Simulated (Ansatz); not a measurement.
The polar optical mode of CaS at 2.5 GPa, worked through

Method: DFT LDA, scalar-relativistic, plane waves, PAW in Ansatz. Settings: 420 eV plane-wave cutoff, Γ-centred 8×8×8 mesh, fixed occupations. No spin polarisation. Phonons by linear response, acoustic sum rule imposed.

The cell is fixed (symmetry leaves no force on the atoms) and stands under 2.5 GPa:
```xyz
2
Lattice="0.0000 2.7504 2.7504 2.7504 0.0000 2.7504 2.7504 2.7504 0.0000" Properties=species:S:1:pos:R:3 pbc="T T T"
Ca    0.0000    0.0000    0.0000
S     2.7504    2.7504    2.7504
```

The cell is the ideal cubic rocksalt prototype.

Linear response gives ν_TO = 260.0 cm⁻¹, Born charges ±2.349 e (positive on Ca) and ε∞ = 5.514. The primitive cell holds 41.612 Å³, and the masses are 40.078 and 32.060 amu.

Question: Find ν_LO and the static dielectric constant.

Answer: The long-wave field adds a restoring force: ω_LO² − ω_TO² = Z*²e²/(ε_vac ε∞ μV). In these units ν_LO² − ν_TO² = 4.92064×10⁷ Z*²/(μ V ε∞) cm⁻², with μ = m₁m₂/(m₁ + m₂) = 17.812 amu: 66460 cm⁻². So ν_LO = √(260.0² + 66460) = 366.1 cm⁻¹, and the run gives 366.1. Lyddane–Sachs–Teller then gives ε0 = ε∞ (ν_LO/ν_TO)² = 10.94, against 10.94 in the run (it forms both from the same three quantities, so the match checks the arithmetic only). Between ν_TO and ν_LO the dielectric function is negative and an undamped crystal reflects fully: a reststrahlen band from 27.3 to 38.5 μm.

Question: What do the Clausius–Mossotti polarisability and the Szigeti charge come to?

Answer: With the Lorentz local field, α = (3V/4π)(ε∞ − 1)/(ε∞ + 2) = 5.97 Å³ for the pair, and e_S = 3Z*/(ε∞ + 2) = 0.94 e. The Born charge includes the electrons' response to the dipole's own local field, and e_S takes that enhancement out. The Lorentz field assumes point-like polarisable ions, a poor picture once ε∞ is this large, since the electron clouds then overlap or are shared, so both numbers are formal here.

Question: How strongly does a slow electron couple to the LO mode?

Answer: For one isotropic parabolic band, Fröhlich's constant is α_F = (1/ε∞ − 1/ε0) √(m* Ry/ħω_LO), with Ry = 13.606 eV, ħω_LO = 45.4 meV and m* in free-electron masses: α_F = 0.0899 × 17.31 × √m* = 1.56 √m*. The band mass isn't part of this run; for m* = 0.1, 0.3 and 1 it gives 0.49, 0.85, 1.56. In weak coupling the polaron lies α_F ħω_LO below the band edge (39 meV at m* = 0.3) with a mass m*(1 + α_F/6); past α_F of about 5 or 6 that expansion fails. A semilocal functional's ε∞ tends to be too large, which taken alone lowers α_F.

Cost: 1 run of about 0.43 core-minutes, on Arm Neoverse V2 (shared hosts).